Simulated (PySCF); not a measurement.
# Simulated absorption spectrum

Compound: cis-1,2-dichloroethene, C2H2Cl2.
Numbering: `[Cl:1]/[CH:2]=[CH:3]\[Cl:4]` (hydrogens: H5 on C2; H6 on C3)

Level of theory: PySCF, TDDFT wB97X-D/def2-SVPD, vertical, gas phase, core orbitals frozen in the response. Isolated species at its GFN2-xTB geometry, gas phase.

Each state is given a Gaussian of 0.4 eV full width at half maximum, with ε(max) = 2.175×10⁸ f / Δν̃ (Δν̃ the width in cm⁻¹). The width is an assumption, not a result. The curve ends short of the highest state used, and states not computed would add to its high-energy end.

```json
{"λ (nm)": "162.8", "ε (L mol⁻¹ cm⁻¹)": "21"}
{"λ (nm)": "164.3", "ε (L mol⁻¹ cm⁻¹)": "20"}
{"λ (nm)": "165.9", "ε (L mol⁻¹ cm⁻¹)": "19"}
{"λ (nm)": "167.5", "ε (L mol⁻¹ cm⁻¹)": "17"}
{"λ (nm)": "169.0", "ε (L mol⁻¹ cm⁻¹)": "15"}
{"λ (nm)": "170.6", "ε (L mol⁻¹ cm⁻¹)": "16"}
{"λ (nm)": "172.2", "ε (L mol⁻¹ cm⁻¹)": "36"}
{"λ (nm)": "173.8", "ε (L mol⁻¹ cm⁻¹)": "118"}
{"λ (nm)": "175.3", "ε (L mol⁻¹ cm⁻¹)": "345"}
{"λ (nm)": "176.9", "ε (L mol⁻¹ cm⁻¹)": "948"}
{"λ (nm)": "178.5", "ε (L mol⁻¹ cm⁻¹)": "2234"}
{"λ (nm)": "180.1", "ε (L mol⁻¹ cm⁻¹)": "4544"}
{"λ (nm)": "181.6", "ε (L mol⁻¹ cm⁻¹)": "7778"}
{"λ (nm)": "183.2", "ε (L mol⁻¹ cm⁻¹)": "12117"}
{"λ (nm)": "184.8", "ε (L mol⁻¹ cm⁻¹)": "16614"}
{"λ (nm)": "186.4", "ε (L mol⁻¹ cm⁻¹)": "20177"}
{"λ (nm)": "187.9", "ε (L mol⁻¹ cm⁻¹)": "21801"}
{"λ (nm)": "189.5", "ε (L mol⁻¹ cm⁻¹)": "21290"}
{"λ (nm)": "191.1", "ε (L mol⁻¹ cm⁻¹)": "18732"}
{"λ (nm)": "192.7", "ε (L mol⁻¹ cm⁻¹)": "14929"}
{"λ (nm)": "194.2", "ε (L mol⁻¹ cm⁻¹)": "11082"}
{"λ (nm)": "195.8", "ε (L mol⁻¹ cm⁻¹)": "7399"}
{"λ (nm)": "197.4", "ε (L mol⁻¹ cm⁻¹)": "4543"}
{"λ (nm)": "199.0", "ε (L mol⁻¹ cm⁻¹)": "2578"}
{"λ (nm)": "200.5", "ε (L mol⁻¹ cm⁻¹)": "1418"}
{"λ (nm)": "202.1", "ε (L mol⁻¹ cm⁻¹)": "702"}
{"λ (nm)": "203.7", "ε (L mol⁻¹ cm⁻¹)": "328"}
{"λ (nm)": "205.3", "ε (L mol⁻¹ cm⁻¹)": "145"}
{"λ (nm)": "206.8", "ε (L mol⁻¹ cm⁻¹)": "65"}
{"λ (nm)": "208.4", "ε (L mol⁻¹ cm⁻¹)": "27"}
{"λ (nm)": "210.0", "ε (L mol⁻¹ cm⁻¹)": "11"}
{"λ (nm)": "211.6", "ε (L mol⁻¹ cm⁻¹)": "4"}
{"λ (nm)": "213.1", "ε (L mol⁻¹ cm⁻¹)": "2"}
{"λ (nm)": "214.7", "ε (L mol⁻¹ cm⁻¹)": "1"}
{"λ (nm)": "216.3", "ε (L mol⁻¹ cm⁻¹)": "0"}
{"λ (nm)": "217.8", "ε (L mol⁻¹ cm⁻¹)": "0"}
```

Q: Where are the band maxima, and which computed states make them?

A: 188 nm (6.58 eV), ε about 22000, made up of S2 (100%) (ε in L mol⁻¹ cm⁻¹; maxima over ε = 5, shares over 10%). At its high-energy end, 7.62 eV, the curve is still rising (ε about 21, from S4 and S7). The states used: S1 6.29 eV (f 0.0007); S2 6.58 eV (f 0.325); S3 7.20 eV (f 0.0000); S4 7.47 eV (f 0.0003); S5 7.47 eV (f 0.0000); S6 7.70 eV (f 0.0000); S7 7.93 eV (f 0.0006); S8 8.22 eV (f 0.0086).

Q: On this curve, what absorbance would a 10⁻⁴ mol/L sample give at 193 nm over a 1 cm path?

A: 193 nm is 6.424 eV, where ε is about 14000 L mol⁻¹ cm⁻¹, so A = ε c l ≈ 1.4 (Beer–Lambert, with the gas-phase spectrum and the assumed width).

Q: What would ε be at 6.58 eV, the highest of these maxima, with half the width (0.2 eV)?

A: About 43700 L mol⁻¹ cm⁻¹ against 21900, a factor of about 2.00; a lone state at its own centre would give exactly 2.

Q: Coming from long wavelengths, where does ε first pass 100 L mol⁻¹ cm⁻¹?

A: At about 206 nm (6.02 eV), 0.27 eV below S1.
